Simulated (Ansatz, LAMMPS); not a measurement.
## Which site? Zr in place of Ti in amorphous TiO2 (84 atoms)

At which site of amorphous TiO2 (84 atoms) does Zr in place of Ti cost least, and what about the site decides it?

Method: Kohn-Sham DFT, revPBE, PAW (set soft_2), plane waves, in Ansatz 0.2.0.

### 1. Set-up

The cell holds 84 atoms: 28 Ti and 56 O. Cell: a = 10.458 Å, b = 10.458 Å, c = 10.458 Å, α = 90.0°, β = 90.0°, γ = 90.0°. 84 atoms (28 Ti, 56 O) placed at random at 3.55 g/cm³, melted at 5000 K for 10 ps at fixed volume with the Morse and Coulomb pair potential with partial charges (Pedone, Malavasi, Menziani, Cormack and Segre, J. Phys. Chem. B 110, 11780 (2006)). Quenched from 5000 K to 300 K at 10 K/ps and fixed volume, held 10 ps at zero pressure.

What the set-up can't give: The quench rate of 10 K/ps is many orders above laboratory rates, so the cell is likely richer in defects and strain than a real sample. The network of bonds at the start is that of the classical potential that made the cell, and needn't be the one that DFT or experiment would give. Sampling is at Γ alone, for a cell whose shortest periodic width is 10 Å.

### 2. Single point at the start

The forces at the start show how far the geometry lies from a minimum of this functional.

The input, input.yaml:

```yaml
crystal:
  lattice:
    - [10.45772, 0.0, 0.0]
    - [0.0, 10.45772, 0.0]
    - [0.0, 0.0, 10.45772]
  atoms:
    - { symbol: Ti, position: [0.18152, 0.85292, 0.36673] }
    - { symbol: Ti, position: [0.39905, 0.20333, 0.51853] }
    - { symbol: Ti, position: [0.39555, 0.06116, 0.20822] }
    - { symbol: Ti, position: [0.64907, 0.94877, 0.9627] }
    - { symbol: Ti, position: [0.80441, 0.26299, 0.24014] }
    - { symbol: Ti, position: [0.04387, 0.70808, 0.74034] }
    - { symbol: Ti, position: [0.07916, 0.5936, 0.17082] }
    - { symbol: Ti, position: [0.08079, 0.1255, 0.51742] }
    - { symbol: Ti, position: [0.88162, 0.41809, 0.80617] }
    - { symbol: Ti, position: [0.26162, 0.34792, 0.28988] }
    - { symbol: Ti, position: [0.1076, 0.91155, 0.98653] }
    - { symbol: Ti, position: [0.31999, 0.46015, 0.90966] }
    - { symbol: Ti, position: [0.27374, 0.50786, 0.57715] }
    - { symbol: Ti, position: [0.07898, 0.25581, 0.01686] }
    - { symbol: Ti, position: [0.47727, 0.64742, 0.36399] }
    - { symbol: Ti, position: [0.7806, 0.67964, 0.02213] }
    - { symbol: Ti, position: [0.61369, 0.25975, 0.85655] }
    - { symbol: Ti, position: [0.58186, 0.94824, 0.43837] }
    - { symbol: Ti, position: [0.9747, 0.43488, 0.47929] }
    - { symbol: Ti, position: [0.54543, 0.44532, 0.11794] }
    - { symbol: Ti, position: [0.31523, 0.13257, 0.88597] }
    - { symbol: Ti, position: [0.38918, 0.74198, 0.04976] }
    - { symbol: Ti, position: [0.86112, 0.73204, 0.47748] }
    - { symbol: Ti, position: [0.86521, 0.93491, 0.20774] }
    - { symbol: Ti, position: [0.78645, 0.04519, 0.67247] }
    - { symbol: Ti, position: [0.63144, 0.66415, 0.71595] }
    - { symbol: Ti, position: [0.33463, 0.84226, 0.67456] }
    - { symbol: Ti, position: [0.65859, 0.41488, 0.50228] }
    - { symbol: O, position: [0.71886, 0.97899, 0.53628] }
    - { symbol: O, position: [0.7424, 0.70292, 0.59184] }
    - { symbol: O, position: [0.9285, 0.30196, 0.12861] }
    - { symbol: O, position: [0.98989, 0.31024, 0.87602] }
    - { symbol: O, position: [0.36993, 0.07977, 0.04576] }
    - { symbol: O, position: [0.63935, 0.12105, 0.97924] }
    - { symbol: O, position: [0.58778, 0.52304, 0.39362] }
    - { symbol: O, position: [0.54631, 0.01074, 0.27612] }
    - { symbol: O, position: [0.10676, 0.51397, 0.56908] }
    - { symbol: O, position: [0.13435, 0.4822, 0.29158] }
    - { symbol: O, position: [0.07795, 0.99207, 0.39758] }
    - { symbol: O, position: [0.72619, 0.66783, 0.86104] }
    - { symbol: O, position: [0.2183, 0.7229, 0.73742] }
    - { symbol: O, position: [0.45731, 0.19333, 0.80084] }
    - { symbol: O, position: [0.95908, 0.57299, 0.80961] }
    - { symbol: O, position: [0.35268, 0.18586, 0.32793] }
    - { symbol: O, position: [0.2998, 0.93726, 0.26918] }
    - { symbol: O, position: [0.11894, 0.72684, 0.27193] }
    - { symbol: O, position: [0.49332, 0.76821, 0.70532] }
    - { symbol: O, position: [0.31152, 0.97647, 0.79278] }
    - { symbol: O, position: [0.45993, 0.03249, 0.52676] }
    - { symbol: O, position: [0.92798, 0.63019, 0.09874] }
    - { symbol: O, position: [0.02284, 0.83333, 0.85965] }
    - { symbol: O, position: [0.79519, 0.34643, 0.39144] }
    - { symbol: O, position: [0.86411, 0.41898, 0.62193] }
    - { symbol: O, position: [0.30805, 0.37336, 0.47079] }
    - { symbol: O, position: [0.90476, 0.57881, 0.40064] }
    - { symbol: O, position: [0.12654, 0.08416, 0.9595] }
    - { symbol: O, position: [0.82704, 0.08645, 0.24493] }
    - { symbol: O, position: [0.24762, 0.29967, 0.91655] }
    - { symbol: O, position: [0.24081, 0.81581, 0.02423] }
    - { symbol: O, position: [0.5503, 0.28078, 0.50622] }
    - { symbol: O, position: [0.36148, 0.61555, 0.48105] }
    - { symbol: O, position: [0.98487, 0.76024, 0.59052] }
    - { symbol: O, position: [0.65044, 0.58885, 0.09868] }
    - { symbol: O, position: [0.41863, 0.68798, 0.21037] }
    - { symbol: O, position: [0.1801, 0.25157, 0.15836] }
    - { symbol: O, position: [0.49867, 0.37641, 0.96375] }
    - { symbol: O, position: [0.52588, 0.83964, 0.00049] }
    - { symbol: O, position: [0.23895, 0.15276, 0.58417] }
    - { symbol: O, position: [0.61017, 0.5013, 0.64936] }
    - { symbol: O, position: [0.95622, 0.07094, 0.62357] }
    - { symbol: O, position: [0.2597, 0.84656, 0.52036] }
    - { symbol: O, position: [0.72155, 0.19945, 0.72562] }
    - { symbol: O, position: [0.397, 0.60295, 0.9567] }
    - { symbol: O, position: [0.39494, 0.42386, 0.20223] }
    - { symbol: O, position: [0.16487, 0.51792, 0.03452] }
    - { symbol: O, position: [0.85617, 0.82339, 0.3305] }
    - { symbol: O, position: [0.76994, 0.85481, 0.07198] }
    - { symbol: O, position: [0.73334, 0.95285, 0.80864] }
    - { symbol: O, position: [0.65104, 0.32719, 0.17754] }
    - { symbol: O, position: [0.31486, 0.46657, 0.73411] }
    - { symbol: O, position: [0.00365, 0.93156, 0.11316] }
    - { symbol: O, position: [0.56193, 0.78437, 0.40192] }
    - { symbol: O, position: [0.73618, 0.38381, 0.88281] }
    - { symbol: O, position: [0.04563, 0.27806, 0.45542] }
kpoints:
  mp_grid: { grid: [1, 1, 1] }
hamiltonian:
  xc: revpbe
scf:
  occupations: { method: fixed }
output:
  forces: true
```

Run with:

```
ansatz run input.yaml --threads 4 --pin off --max-ram 8192MiB --backend cpu --events-out ev --progress --plain --runs-dir out
```

Numbers of over 12 decimals in the logs are rounded to 6 here.

Output:

```text
[...]
Pseudopotentials: kind: paw
Pseudopotential: Ti, paw, valence charge 12, recommended cutoff 420 eV (normal), Ti.paw.azcp
Pseudopotential: O, paw, valence charge 6, recommended cutoff 420 eV (normal), O.paw.azcp
[... 5 lines on functional and potentials left out ...]
Crystal: 84 atoms, lattice volume = 1143.697 Å³
Basis set: ecut = 420 eV, 22335 PW (Γ), exchange–correlation on 144×144×144 points (8 copies of the dense FFT grid, shifted against one another)
Bands: 420, of which v1, the nominal top of the filled ones, is band 336 counted from 1 (335 counted from 0)
Symmetry: 1 space group operations
Space group: P1 (ITA 1), of the structure as read, at distance tolerance 1.0e-4 Å
k-points: 1
[... 7 lines on functional and potentials left out ...]
Initial density: superposition of atomic densities (neutral atoms: chi_scale 0, normalization atom), corrected by the library's trained network
Initial wavefunctions: pseudopotential atomic-orbital guess
[...]
SCF iter   1: F=—  HF=-102027.161599 eV  |F-HF|=—  |Δ(HF+E_count)|=         —  Δρ=5.39e-3  dr2=3.35e-1  ethr=1.77e-3  ⟨swp⟩=4.0  Hψ=1287  notcnv=0  defer=80
preconditioner: auto → Resta (q_TF=auto, 2.497 Å⁻¹)  ε∞=6.5  [insulator: Δε(μ)=2.706 eV  Ē_g=9.881 eV  n_scr=304 (ndim 8)  ℏωp=23.2 eV  f_vac=0.121  ε∞_Penn≈6.5]
[...]
SCF iter  12: F=—  HF=-102027.147151 eV  |F-HF|=—  |Δ(HF+E_count)|=   3.52e-7  Δρ=3.14e-6  dr2=1.40e-7  ethr=6.63e-11  ⟨swp⟩=2.0  Hψ=518  notcnv=0  defer=76
SCF iter  13: F=-102027.147151 eV  HF=-102027.147151 eV  |F-HF|=8.59e-10  |Δ(HF+E_count)|=   1.23e-7  Δρ=2.03e-6  dr2=5.46e-8  ethr=1.49e-11  ⟨swp⟩=4.0  Hψ=1248  notcnv=0
SCF 1 converged in 13 iterations: F = -102027.147151 eV  dr2 = 5.46e-8
[...]
SCF converged after 13 iterations
Free energy (F): -102027.147151 eV
Harris-Foulkes:  -102027.147151 eV  (|F-HF|=8.59e-10)
Internal energy: -102027.147151 eV  (E = F + TS)
E sigma→0 (E₀):  -102027.147151 eV
Fermi energy:    5.367808 eV
--- Per-component energies (eV) ---
[...]
Σ components = -102027.147151   (vs F -102027.147151, Δ=0.00e0)
--- Forces (eV/Å), atoms counted from 1 ---
  atom   1  Ti     0.04326513     2.61403272     0.32247244
  atom   2  Ti    -2.03304007    -1.59674193    -1.33271394
  atom   3  Ti     0.21047056     0.35067316     2.67619574
  atom   4  Ti     1.68296272     1.50442958    -0.57199614
[...]
atom  84  O      0.05768152     0.06364549    -1.37668344
  max |Σ_I F_I| component: 3.54e-5 eV/Å
```

The job ended after 15 s (4 threads of Intel Xeon Platinum 8488C (Sapphire Rapids), shared host; peak memory 1.6 GiB).

The column dr2 measures how far the density is from self-consistency, as an energy; F and HF (Harris–Foulkes) agree once it is small.

The r.m.s. force at the start is 0.93 eV/Å.

### 3. Relaxation

The atoms are relaxed in the fixed cell, aiming at the force tolerance of the input.

The input, input.yaml:

```yaml
crystal:
  lattice:
    - [10.45772, 0.0, 0.0]
    - [0.0, 10.45772, 0.0]
    - [0.0, 0.0, 10.45772]
  atoms:
    [... the 84 atom lines of step 2 ...]
kpoints:
  mp_grid: { grid: [1, 1, 1] }
hamiltonian:
  xc: revpbe
scf:
  occupations: { method: fixed }
output:
  forces: true
relax:
  f_tol: 0.05
  max_steps: 120
```

Output:

```text
[...]
Crystal: 84 atoms, lattice volume = 1143.697 Å³
Basis set: ecut = 420 eV, 22335 PW (Γ), exchange–correlation on 144×144×144 points (8 copies of the dense FFT grid, shifted against one another)
Bands: 420, of which v1, the nominal top of the filled ones, is band 336 counted from 1 (335 counted from 0)
Symmetry: 1 space group operations
[...]
k-points: 1
[...]
SCF iter   1: F=—  HF=-102027.161599 eV  |F-HF|=—  |Δ(HF+E_count)|=         —  Δρ=5.39e-3  dr2=3.35e-1  ethr=1.77e-3  ⟨swp⟩=4.0  Hψ=1287  notcnv=0  defer=80
[...]
SCF iter   7: F=—  HF=-102027.147044 eV  |F-HF|=—  |Δ(HF+E_count)|=   3.74e-4  Δρ=9.20e-5  dr2=1.11e-4  ethr=5.85e-8  ⟨swp⟩=2.0  Hψ=567  notcnv=0  defer=82
SCF iter   8: F=-102027.147140 eV  HF=-102027.147120 eV  |F-HF|=2.02e-5  |Δ(HF+E_count)|=   7.55e-5  Δρ=3.72e-5  dr2=1.99e-5  ethr=9.30e-9  ⟨swp⟩=2.0  Hψ=1244  notcnv=0
SCF 1 converged in 8 iterations: F = -102027.147140 eV  dr2 = 1.99e-5
[...]
relax step   1: F+E_penalty+E_count = -102027.14713984 eV  Δ(F+E_penalty+E_count) = +0.000e0 eV  max|allowed force component| = 2.731e0 eV/Å  Δτ_max = 0.0000 Å  (8 SCF iters, dr2 threshold 6.25e-5 eV, accepted)
[...]
relax step   2: F+E_penalty+E_count = -102031.24871779 eV  Δ(F+E_penalty+E_count) = -4.102e0 eV  max|allowed force component| = 1.345e0 eV/Å  Δτ_max = 0.1973 Å  (8 SCF iters, dr2 threshold 1.00e-4 eV, accepted)
[...]
relax step   3: F+E_penalty+E_count = -102032.63553453 eV  Δ(F+E_penalty+E_count) = -1.387e0 eV  max|allowed force component| = 6.638e-1 eV/Å  Δτ_max = 0.1541 Å  (8 SCF iters, dr2 threshold 1.00e-4 eV, accepted)
relax step   4: F+E_penalty+E_count = -102033.04050846 eV  Δ(F+E_penalty+E_count) = -4.050e-1 eV  max|allowed force component| = 2.543e-1 eV/Å  Δτ_max = 0.2000 Å  (8 SCF iters, dr2 threshold 1.00e-4 eV, accepted)
relax step   5: F+E_penalty+E_count = -102033.18756249 eV  Δ(F+E_penalty+E_count) = -1.471e-1 eV  max|allowed force component| = 1.689e-1 eV/Å  Δτ_max = 0.2000 Å  (9 SCF iters, dr2 threshold 9.49e-6 eV, accepted)
relax step   6: F+E_penalty+E_count = -102033.23769764 eV  Δ(F+E_penalty+E_count) = -5.014e-2 eV  max|allowed force component| = 1.701e-1 eV/Å  Δτ_max = 0.1366 Å  (9 SCF iters, dr2 threshold 4.19e-6 eV, accepted)
relax step   7: F+E_penalty+E_count = -102033.33453097 eV  Δ(F+E_penalty+E_count) = -9.683e-2 eV  max|allowed force component| = 2.158e-1 eV/Å  Δτ_max = 0.2000 Å  (9 SCF iters, dr2 threshold 1.28e-5 eV, accepted)
relax step   8: F+E_penalty+E_count = -102033.34742331 eV  Δ(F+E_penalty+E_count) = -1.289e-2 eV  max|allowed force component| = 2.151e-1 eV/Å  Δτ_max = 0.0564 Å  (7 SCF iters, dr2 threshold 4.66e-5 eV, accepted)
relax step   9: F+E_penalty+E_count = -102033.36378921 eV  Δ(F+E_penalty+E_count) = -1.637e-2 eV  max|allowed force component| = 9.910e-2 eV/Å  Δτ_max = 0.0514 Å  (7 SCF iters, dr2 threshold 4.59e-5 eV, accepted)
relax step  10: F+E_penalty+E_count = -102033.36167707 eV  Δ(F+E_penalty+E_count) = +2.112e-3 eV  max|allowed force component| = 9.670e-2 eV/Å  Δτ_max = 0.0535 Å  (11 SCF iters, rejected (line search))
relax step  11: F+E_penalty+E_count = -102033.36697003 eV  Δ(F+E_penalty+E_count) = -3.181e-3 eV  max|allowed force component| = 5.253e-2 eV/Å  Δτ_max = 0.0267 Å  (10 SCF iters, accepted)
relax step  12: F+E_penalty+E_count = -102033.35436451 eV  Δ(F+E_penalty+E_count) = +1.261e-2 eV  max|allowed force component| = 1.916e-1 eV/Å  Δτ_max = 0.0672 Å  (11 SCF iters, rejected (line search))
relax step  13: F+E_penalty+E_count = -102033.36353421 eV  Δ(F+E_penalty+E_count) = +3.436e-3 eV  max|allowed force component| = 9.366e-2 eV/Å  Δτ_max = 0.0336 Å  (10 SCF iters, rejected (line search))
[...]
relax step  14: F+E_penalty+E_count = -102033.36822762 eV  Δ(F+E_penalty+E_count) = -1.258e-3 eV  max|allowed force component| = 1.698e-2 eV/Å  Δτ_max = 0.0140 Å  (10 SCF iters, accepted)
SCF converged after 10 iterations
Free energy (F): -102033.368228 eV
[...]
Internal energy: -102033.368228 eV  (E = F + TS)
E sigma→0 (E₀):  -102033.368228 eV
Fermi energy:    5.087943 eV
[...]
Σ components = -102033.368228   (vs F -102033.368228, Δ=0.00e0)
--- Forces (eV/Å), atoms counted from 1 ---
  atom   1  Ti    -0.00565491    -0.00067254     0.00130970
  atom   2  Ti     0.00086609    -0.00095116    -0.00753826
  atom   3  Ti    -0.00480284    -0.00224661     0.01126972
  atom   4  Ti     0.00099655    -0.00302475    -0.00790070
[...]
atom  84  O     -0.00596739    -0.00058870    -0.00369130
  max |Σ_I F_I| component: 1.56e-4 eV/Å
--- Relaxed structure (14 steps of the walk, 11 accepted, 0 SCFs on fresh bases) ---
  F+E_penalty+E_count = -102033.36822762 eV   max|allowed force component| = 1.698e-2 eV/Å
  atoms:
    - { symbol: Ti, position: [0.182216, 0.870462, 0.357194] }
    - { symbol: Ti, position: [0.386003, 0.207303, 0.535682] }
    - { symbol: Ti, position: [0.363026, 0.094554, 0.197888] }
    - { symbol: Ti, position: [0.666418, 0.939071, 0.946432] }
[...]
- { symbol: O, position: [0.050680, 0.260961, 0.459632] }
```

Wall time 92 s (4 threads); peak memory 1.6 GiB; 5.7 min of CPU time.

The relaxation converged after 14 steps, 6.22 eV below its start, with a largest force component of 0.017 eV/Å.

### 4. Single point at the relaxed geometry

The electronic structure is read at the final geometry, in a run of its own.

The input, input.yaml:

```yaml
crystal:
  lattice:
    - [10.45772, 0.0, 0.0]
    - [0.0, 10.45772, 0.0]
    - [0.0, 0.0, 10.45772]
  atoms:
    - { symbol: Ti, position: [0.18222, 0.87046, 0.35719] }
    - { symbol: Ti, position: [0.386, 0.2073, 0.53568] }
    - { symbol: Ti, position: [0.36303, 0.09455, 0.19789] }
    - { symbol: Ti, position: [0.66642, 0.93907, 0.94643] }
    - { symbol: Ti, position: [0.81475, 0.26602, 0.21885] }
    - { symbol: Ti, position: [0.03353, 0.68563, 0.73108] }
    [... 72 atom lines left out ...]
    - { symbol: O, position: [0.66091, 0.32782, 0.15806] }
    - { symbol: O, position: [0.32867, 0.47156, 0.75472] }
    - { symbol: O, position: [0.03125, 0.91685, 0.11248] }
    - { symbol: O, position: [0.55896, 0.82087, 0.41076] }
    - { symbol: O, position: [0.72079, 0.39189, 0.90016] }
    - { symbol: O, position: [0.05068, 0.26096, 0.45963] }
kpoints:
  mp_grid: { grid: [1, 1, 1] }
hamiltonian:
  xc: revpbe
scf:
  occupations: { method: fixed }
output:
  forces: true
  stress: true
  populations: true
  dos:
    method: { smearing: { sigma: 0.1 } }
    de: 0.1
    projected: { site_lists: { O: [O], Ti: [Ti] } }
  eigenvalues: true
  write_density: true
  write_potential: true
  volumetric_format: npy
  elf: true
```

Output:

```text
[...]
Crystal: 84 atoms, lattice volume = 1143.697 Å³
Basis set: ecut = 420 eV, 22335 PW (Γ), exchange–correlation on 144×144×144 points (8 copies of the dense FFT grid, shifted against one another)
Bands: 420, of which v1, the nominal top of the filled ones, is band 336 counted from 1 (335 counted from 0)
Symmetry: 1 space group operations
[...]
k-points: 1
[...]
SCF iter   1: F=—  HF=-102033.375907 eV  |F-HF|=—  |Δ(HF+E_count)|=         —  Δρ=5.09e-3  dr2=2.90e-1  ethr=1.77e-3  ⟨swp⟩=3.0  Hψ=1358  notcnv=0  defer=73
[...]
SCF iter  13: F=-102033.368223 eV  HF=-102033.368223 eV  |F-HF|=9.02e-10  |Δ(HF+E_count)|=   9.65e-8  Δρ=1.97e-6  dr2=5.45e-8  ethr=1.49e-11  ⟨swp⟩=14.0  Hψ=2933  notcnv=0
SCF 1 converged in 13 iterations: F = -102033.368223 eV  dr2 = 5.45e-8
[...]
SCF converged after 13 iterations
Free energy (F): -102033.368223 eV
[...]
Internal energy: -102033.368223 eV  (E = F + TS)
E sigma→0 (E₀):  -102033.368223 eV
Fermi energy:    5.087855 eV
[...]
--- Forces (eV/Å), atoms counted from 1 ---
  atom   1  Ti    -0.00777477     0.00001109     0.00258445
  atom   2  Ti     0.00143474    -0.00050658    -0.00698065
  atom   3  Ti    -0.00589196    -0.00219587     0.01059319
  atom   4  Ti    -0.00029047    -0.00409377    -0.00757024
  atom   5  Ti    -0.00596829     0.00317324     0.00965338
  atom   6  Ti     0.00263194     0.00637328    -0.00758785
  atom   7  Ti    -0.00052325     0.01272934     0.00274743
  atom   8  Ti     0.00155205    -0.00645786    -0.00581155
  atom   9  Ti    -0.00615100     0.01163872    -0.00970000
  atom  10  Ti     0.00442353    -0.01569482    -0.00270299
  atom  11  Ti    -0.00382384    -0.00719871     0.00055289
  atom  12  Ti     0.00400372     0.01750582     0.00007206
  atom  13  Ti    -0.00007634     0.00370560    -0.00280408
  atom  14  Ti     0.00826368    -0.00682499     0.00094316
[...]
atom  83  O      0.00340834     0.00268714    -0.00100343
  atom  84  O     -0.00594668    -0.00044092    -0.00351272
  max |Σ_I F_I| component: 1.95e-5 eV/Å
--- Stress (GPa, compression-positive) ---
        0.819680      -0.076807       0.496403
       -0.076807       2.346445      -0.673611
        0.496403      -0.673611      -0.604711
  P = ⅓ Tr σ = 0.8538 GPa (8.538 kbar)
--- Band table (eV) ---
[...]
--- Löwdin populations: 84 sites ---
  site symbol       q [e]
     0     Ti     10.6659
     1     Ti     10.6355
     2     Ti     10.6472
[...]
83      O      6.6134
  spilling = 0.003433 (of n_electrons = 672.000000)
```

It took 14 s on 4 threads; peak memory 1.7 GiB.

Numbers from this run:

```yaml
free_energy: -102033.3682 eV
free_energy_per_atom: -1214.6830 eV/atom
scf_cycles: 13
pressure: 0.8538 GPa
r_m_s_force_component: 0.00497 eV/Å
longest_force: 0.01796 eV/Å
fermi_energy: 5.088 eV
spacing_of_highest_filled_and_lowest_empty_level: 2.944 eV
spilling_of_the_projection: 0.003433
```

[end of part 1 of 3]

[Logs are printed without paths, hosts, clocks, repeated set-up lines and the standing remarks that a program may print on its own settings, such as how far it seeks lower states.]

[Hosts, paths, dates, database ids (printed as entryN), source tags and the programs' standing remarks are cut or masked in the printed files.]
